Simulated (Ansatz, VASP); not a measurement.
**Two plane-wave programs on Si**

File POSCAR:

```
Si
1.0
    0.0000000000      2.7221188956      2.7221188956
    2.7221188956      0.0000000000      2.7221188956
    2.7221188956      2.7221188956      0.0000000000
Si
2
Direct
    0.0000000000      0.0000000000      0.0000000000
    0.2500000000      0.2500000000      0.2500000000
```

INCAR.step1

```
SYSTEM = Si
  PREC = Accurate
  ENCUT = 520
  ISMEAR = 0
  SIGMA = 0.01
  LREAL = .False.
  LASPH = .True.
  NELM = 80
  NBANDS = 11
  GGA = PE
  ALGO = Normal
  EDIFF = 1E-4
  LWAVE = .True.
  LCHARG = .False.
```

File INCAR.step2:

```
SYSTEM = Si
  PREC = Accurate
  ENCUT = 520
  EDIFF = 1E-6
  ISMEAR = 0
  SIGMA = 0.01
  LREAL = .False.
  LASPH = .True.
  NELM = 80
  ALGO = Normal
  ISIF = 2
  LWAVE = .False.
  LCHARG = .True.
  METAGGA = R2SCAN
  LMIXTAU = .True.
  LELF = .True.
  LVHAR = .True.
  NBANDS = 11
  ISTART = 1
```

File KPOINTS:

```
regular mesh
0
Gamma
  8 8 8
  0 0 0
```

Input for Ansatz:

```yaml
crystal:
  lattice:
    - [0.0, 2.7221188956, 2.7221188956]
    - [2.7221188956, 0.0, 2.7221188956]
    - [2.7221188956, 2.7221188956, 0.0]
  atoms:
    - { symbol: Si, position: [0.0, 0.0, 0.0] }
    - { symbol: Si, position: [0.25, 0.25, 0.25] }
kpoints:
  mp_grid: { grid: [8, 8, 8] }
  band_path:
    path:
      - [0.0, 0.0, 0.0]
      - [0.5, 0.0, 0.5]
      - [0.625, 0.25, 0.625]
      - [0.375, 0.375, 0.75]
      - [0.5, 0.5, 0.5]
      - [0.5, 0.25, 0.75]
      - [0.0, 0.419271, 0.419271]
    npoints: 1
hamiltonian:
  xc: r2scan
scf:
  occupations: { method: fixed }
  n_extra_bands: 4
output:
  forces: true
  stress: true
  eigenvalues: true
```

The cell was built by a generator and needn't be a form met in nature.

Alike in both runs: task single point; functional r2SCAN; k mesh 8 × 8 × 8; no spin polarisation.

```csv
,VASP,Ansatz
version,VASP 6.6.1,Ansatz 0.2.0
potentials or method,"VASP PAW PBE potentials, release 64 (Si)","plane waves, PAW"
plane-wave cutoff (eV),520,500
occupations,"gaussian, width 0.01 eV",fixed
valence electrons in the cell,8,8
```

VASP gave:

- gap on the k mesh at the Fermi level (eV): 0.83
- pressure (GPa): -0.2

Q: What did Ansatz give for the same quantities?

A: gap on the k mesh at the Fermi level (eV): 0.81; pressure (GPa): 0.0.

Caveats: the PAW data sets were made with another functional, which shifts forces and pressure a little (VASP). r2SCAN opens gaps a little over a GGA but as a rule still falls short of measured ones. A k mesh can miss the band edges.
